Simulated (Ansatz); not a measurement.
Hf3N4 — quadrupolar parameters

The cell is an entry of the Crystallography Open Database (COD) whose atoms were relaxed with PBE, the cell held.

```cif
data_Hf3N4
_symmetry_space_group_name_H-M 'I-43d'
_symmetry_Int_Tables_number 220
_cell_length_a 6.7010
_cell_length_b 6.7010
_cell_length_c 6.7010
_cell_angle_alpha 90.000
_cell_angle_beta 90.000
_cell_angle_gamma 90.000
loop_
_atom_site_label
_atom_site_type_symbol
_atom_site_symmetry_multiplicity
_atom_site_Wyckoff_symbol
_atom_site_fract_x
_atom_site_fract_y
_atom_site_fract_z
Hf Hf 12 a 0.3750 0.0000 0.2500
N N 16 c 0.0678 0.0678 0.0678
```

One atom of each set is listed; the run and its k-mesh use a cell of 14 atoms with edges of 5.80, 5.80, 5.80 Å.

Level of theory: DFT, PBE, plane waves and PAW (field gradients read without the response of the frozen cores, which leaves them typically 4 to 6 % off), with spin–orbit coupling, 420 eV cutoff, Γ-centred 6×6×6 k-points, Fermi–Dirac smearing 0.02 eV (Ansatz 0.2.0).

V_zz is the principal component of the electric field gradient with the largest magnitude, η = (V_xx − V_yy)/V_zz and C_Q = eQV_zz/h.

177Hf: I = 7/2, Q = 3365 mb; N-14: I = 1, Q = 20.44 mb. Q values from Pyykkö, Mol. Phys. 116, 1328 (2018).

```csv
site,atoms,first shell,V_zz (10²¹ V/m²),η,C_Q (MHz)
Hf,6,8 N at 2.21–2.44 Å,25.7,0.00,2089
N,8,6 Hf at 2.21–2.44 Å,0.80,0.00,0.397
```

An axis of threefold or higher order runs through Hf and N, so V_zz lies along it and η is zero.

With a gap of 0.9 eV on this mesh, small gradients can still move by 0.1 × 10²¹ V/m² or more as the k-mesh gets denser.

Hardware: 1 thread of Intel Xeon Platinum 8375C CPU @ 2.90GHz (Ice Lake) (x86_64; 16 cores open to the job, memory cap 3.0 GiB, no GPU), a shared host with a load of 0.6 a core. Wall time 3.8 min, CPU time 3.8 min, peak memory 1.7 GiB.
